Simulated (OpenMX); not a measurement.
# As under changes of volume

One of the cells (21.530 Å³/atom); the others are scaled copies at fixed shape and fractional positions:

```
As
1.0
     1.88080    1.08588    3.51406
    -1.88080    1.08588    3.51406
     0.00000   -2.17176    3.51406
As
2
Direct
  0.22600 0.22600 0.22600
  0.77400 0.77400 0.77400
```

```yaml
Program: OpenMX 3.8.5
Functional: LDA
Potentials_or_basis: OpenMX 2013 LDA set, As7.0-s3p2d2, fixed grid of 42 × 42 × 42 points
k_mesh: 9 × 9 × 9
Occupations: fermi-dirac, width 0.05 eV
Spin: no spin polarisation
```

| volume (Å³/atom) | energy over the lowest point (meV/atom) | largest force (eV/Å) |
| --- | --- | --- |
| 20.239 | 34.59 | 1.568 |
| 20.669 | 18.45 | 1.313 |
| 21.100 | 7.72 | 1.180 |
| 21.530 | 1.78 | 1.051 |
| 21.961 | 0.00 | 0.816 |
| 22.392 | 2.30 | 0.711 |
| 22.822 | ? | ? |

Question: What does the run at 22.822 Å³/atom give?

Answer: Energy over the lowest point 8.16 meV/atom; largest force 0.615 eV/Å.

Worked out: A Birch-Murnaghan fit of order 3 (a polynomial in V^(-2/3)) to the other rows has its minimum at 21.92 Å³/atom with B0 = V·E''(V) = 74 GPa and B' = 4.4 at fixed shape and positions, which overstates the stiffness. It gives 7.98 meV/atom at 22.822 Å³/atom, against the run's 8.16.

Energies are extrapolated to zero smearing.

Caveats: the basis has few d functions beyond the semicore shells, which can make volumes several per cent too large; the basis of atomic orbitals isn't converged, which shifts pressures, moduli and gaps; forces of over 1 eV/Å show positions far from the minimum, so gaps and moduli don't describe the material at rest (some runs).
